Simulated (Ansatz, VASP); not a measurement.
# One calculation of Hf, two programs

```
Hf
1.0
     0.00000    2.22356    2.22356
     2.22356    0.00000    2.22356
     2.22356    2.22356    0.00000
Hf
1
Cartesian
  0.0000 0.0000 0.0000
```

Change from the starting cell: volume scaled by 0.975.

Alike in both runs: task single point; functional PBE; k mesh 13 × 13 × 13; occupations fermi-dirac, width 0.05 eV; no spin polarisation.

```csv
,VASP,Ansatz
version,VASP 6.6.1,Ansatz 0.2.0
potentials or method,"VASP PAW PBE potentials, release 64 (Hf_pv), cutoff 520 eV","all-electron LAPW, scalar-relativistic"
```

Ansatz gave:

| Quantity | Value |
| --- | --- |
| pressure (GPa) | 2.8 |

Task: Estimate VASP's values.

Result: Pressure (GPa): 2.3.

Ansatz ran all-electron here, so the differences hold the error of VASP's frozen core and of both bases.

Spin-orbit coupling is left out, which matters for the levels of Hf.
